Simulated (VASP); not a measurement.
Runs of VASP 6.6.1 on Si. Symmetry: Fd-3m, No. 227, cubic system. The conventional cell has a = 5.435 Å, b = 5.435 Å, c = 5.435 Å, α = 90.00°, β = 90.00°, γ = 90.00°. Around Si (site symmetry -43m) lie 4 Si at 2.35 Å. 

```tsv
level	k mesh	cutoff (eV)	smearing	gap on the mesh (eV)	pressure (GPa)
r2SCAN	14 × 14 × 14	520	gaussian 0.02 eV	0.78	(a)
PBEsol	14 × 14 × 14	900	gaussian 0.02 eV	0.46	0.0
PBEsol	14 × 14 × 14	520	gaussian 0.5 eV	0.46	0.0
PBEsol	14 × 14 × 14	700	gaussian 0.02 eV	0.46	0.0
PBEsol	20 × 20 × 20	520	gaussian 0.02 eV	0.47	0.0
```

Alike in all rows: task single point; potentials or basis VASP PAW PBE potentials, release 64 (Si); no spin polarisation; cell as given.

Task: Estimate the missing entries.

Result: (a) 0.2.

Caveats: the PAW data sets were made with another functional, which shifts forces and pressure a little.

A k mesh can miss the band edges.
